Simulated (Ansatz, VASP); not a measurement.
## Two plane-wave programs on WC (Qusongite)

File INCAR:

```
SYSTEM = WC
ALGO = Normal
EDIFF = 1E-7
ENCUT = 520
GGA = PS
ISIF = 2
ISMEAR = -1
LASPH = .TRUE.
LCHARG = .FALSE.
LREAL = .FALSE.
LWAVE = .FALSE.
NBANDS = 16
NELM = 100
PREC = Accurate
SIGMA = 0.05
```

KPOINTS

```
k-points
0
G
  11 11 10
  0 0 0
```

File POSCAR:

```
WC
1.0
    2.8572277694      0.0000000000      0.0000000000
   -1.4286138847      2.4744290447      0.0000000000
    0.0000000000      0.0000000000      2.7885127441
W C
1 1
Direct
    0.0000000000      0.0000000000      0.0000000000
    0.6666666667      0.3333333333      0.5000000000
```

Input for Ansatz:

```yaml
crystal:
  lattice:
    - [2.8572277694467147, 0.0, 0.0]
    - [-1.4286138847233574, 2.474429044718502, 0.0]
    - [0.0, 0.0, 2.7885127441295547]
  atoms:
    - { symbol: W, position: [0.0, 0.0, 0.0] }
    - { symbol: C, position: [0.6666666666666666, 0.3333333333333333, 0.5] }
basis:
  ecutwfc: 500.0
kpoints:
  mp_grid:
    grid: [11, 11, 10]
hamiltonian:
  xc: pbesol
  pseudopotentials:
    kind: paw
scf:
  occupations:
    method: fermi_dirac
    width: 0.05
output:
  stress: true
```

Alike in both runs: task single point; functional PBEsol; k mesh 11 × 11 × 10; occupations fermi-dirac, width 0.05 eV; no spin polarisation.

|  | VASP | Ansatz |
| --- | --- | --- |
| version | VASP 6.6.1 | Ansatz 0.2.0 |
| potentials or method | VASP PAW PBE potentials, release 64 (W_sv, C) | plane waves, PAW |
| plane-wave cutoff (eV) | 520 | 500 |
| valence electrons in the cell | 18 | 18 |

Ansatz gave:

- pressure (GPa): 19.2
- largest component of the traceless stress (GPa): 1.46

Question: What did VASP give for the same quantities?

Answer: Pressure (GPa): 20.8; largest component of the traceless stress (GPa): 1.76.

Ansatz warned: «structure_snapped_to_symmetry».

Caveats: so large a pressure means that the cell lies far from this level's equilibrium, or that cutoff or potentials fall short (VASP); the potentials were made for another functional, which shifts forces and pressure (VASP). The runs have no spin-orbit coupling, so splittings on W are missing.
